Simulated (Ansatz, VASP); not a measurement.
**B3As2 in VASP and in Ansatz**

```
B As
1.0
     3.78375   -3.30705    0.00000
     3.78375    3.30705    0.00000
     0.00000    0.00000    2.74378
B As
3 2
Cartesian
  6.7837 0.0000 0.0000
  0.7838 0.0000 0.0000
  3.7838 0.0000 1.3719
  1.8919 1.6535 0.0000
  1.8919 -1.6535 0.0000
```

Alike in both runs: functional PBE; k mesh 4 × 4 × 6; occupations gaussian, width 0.1 eV; no spin polarisation.

Ansatz relaxed the structure, and its values are those at the end. VASP's run is a single point on that final structure, the one shown.

```csv
,VASP,Ansatz
version,VASP 6.6.1,Ansatz 0.2.0
potentials or method,"VASP PAW PBE potentials, release 64 (B, As)","scalar-relativistic, plane waves, PAW"
plane-wave cutoff (eV),520,420
valence electrons in the cell,19,39
```

```tsv
	VASP	Ansatz	Ansatz less VASP
gap on the k mesh at the Fermi level (eV)	none	none	-
pressure (GPa)	0.3	0.0	-0.32
rms of the force components (eV/Å)	0.018	0.001	-0.0172
```

A gap of «none» marks a metal or a gap that the smearing closes. The two sets of potentials don't hold the same shells in valence.

Caveats: the k mesh is coarse (spacing up to 0.38 Å⁻¹), so the values aren't converged.
